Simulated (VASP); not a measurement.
Input of a VASP 6.6.1 run:

The input INCAR:

```
ALGO = Normal ; EDIFF = 1E-7
ENCUT = 520 ; GGA = PE
ISIF = 2 ; ISMEAR = 0
LASPH = True ; LCHARG = False
LREAL = False ; LWAVE = False
NBANDS = 11 ; NELM = 60
PREC = Accurate ; SIGMA = 0.1
```

KPOINTS

```
k-points
0
Gamma
  6 6 6
```

The input POSCAR:

```
MgO
1.0
    2.9380209034      0.0000000000      0.0000000000
   -1.4690104517      2.5444007392      0.0000000000
    0.0000000000      0.0000000000      2.6796800000
Mg O
1 1
Direct
    0.0000000000      0.0000000000      0.0000000000
    0.3333333300      0.6666666700      0.5000000000
```

Potentials or basis: VASP PAW PBE potentials, release 64 (Mg, O).

Command:

```sh
$ cat potpaw_PBE.64/Mg/POTCAR potpaw_PBE.64/O/POTCAR > POTCAR
$ mpirun -np 1 vasp_std > vasp.out
```

(1) Estimate the pressure.

(2) Estimate the band gap on the k mesh.

## Answers

(1) -0.7 GPa.

(2) 3.00 eV, indirect (least direct gap 3.40 eV).
